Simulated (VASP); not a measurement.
Results of a VASP single-point calculation on TiO2 (fluorite)

POSCAR

```
Ti O
 1.0000000000000000
     0.0000000000000000    2.3968272536098962    2.3968272536098962
     2.3968272536098962   -0.0000000000000000    2.3968272536098962
     2.3968272536098962    2.3968272536098962    0.0000000000000000
 Ti  O
   1   2
Cartesian
 -0.0000000000000000 -0.0000000000000000 -0.0000000000000000
  1.1984136268049479  1.1984136268049479  1.1984136268049479
  3.5952408804148437  3.5952408804148437  3.5952408804148437
```

```
gap between bands v and c : 1.55 eV
least direct gap          : 2.24 eV
```

Band v is the last that the valence electrons fill when counted band by band, and c is the next. Levels in eV from the top of v:

```
point    v−1      v     c   c+1
    Γ  -0.91  -0.91  1.55  1.55
    X  -2.15   0.00  2.24  2.25
    W  -2.01  -0.26  2.28  2.60
    K  -1.97  -0.46  2.24  2.38
    L  -2.62  -2.62  1.86  1.86
```

Task: Which of these levels of theory gave these results?
A. PBE with spin–orbit coupling
B. LDA
C. r²SCAN
D. PBEsol
E. HSE06
F. PBE0
G. PBE

Result: C.

The INCAR was:

```
ALGO = Normal
NSW = 0
NBANDS = 19
SIGMA = 0.01
ISIF = 2
METAGGA = R2SCAN
LWAVE = .FALSE.
PREC = Accurate
EDIFF = 1E-7
LCHARG = .TRUE.
LREAL = .FALSE.
LELF = .TRUE.
NELM = 120
ISMEAR = 0
IBRION = -1
ENCUT = 520
LASPH = .TRUE.
```
